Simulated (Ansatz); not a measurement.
Fe:

```
CELL_PARAMETERS angstrom
-1.44300 1.44300 1.44300
1.44300 -1.44300 1.44300
1.44300 1.44300 -1.44300
ATOMIC_POSITIONS crystal
Fe 0.00000 0.00000 0.00000
```

| Property | Result |
| --- | --- |
| Program | Ansatz 0.2.0 |
| Task | relaxation of cell and atoms |
| Functional | HSE06 |
| Potentials or basis | Ansatz PAW |
| Cutoff | 420 eV (not typed: the program's choice for these potentials) |
| k mesh | 7 × 7 × 7 |
| Occupations | fermi-dirac, width 0.05 eV |
| Spin | collinear spin, ferromagnetic start |
| Starting moments | [3.0] μB |

At the start: volume 12.02 Å³/atom.

**Question.** Where does the relaxation end?

**Answer.** It ends after 4 steps and the volume is 12.37 Å³/atom (+2.9 %); space group Im-3m (No. 229, to 0.05 Å); moment 2.89 μB per cell.

Step by step:
```tsv
step	energy change (eV)	largest force (eV/Å)	volume (Å³)
1	0.0000	0.0000	12.02
2	-0.0048	0.0000	12.26
3	-0.0053	0.0000	12.37
4	-0.0058	0.0000	12.37
```

Final structure:
```
Fe
1.0
    -1.45703    1.45703    1.45703
     1.45703   -1.45703    1.45703
     1.45703    1.45703   -1.45703
Fe
1
Direct
  0.00000 0.00000 0.00000
```

Caveat: the k mesh is coarse (spacing up to 0.44 Å⁻¹), so the values aren't converged, least of all with exact exchange; the magnetic or orbital state may not be the lowest; the plane-wave basis is chosen anew once the cell has moved, so the energies of steps on either side of that aren't comparable; the PAW data sets come from PBE, with cores solved anew for the run's functional, which leaves a small shift of forces and pressure.
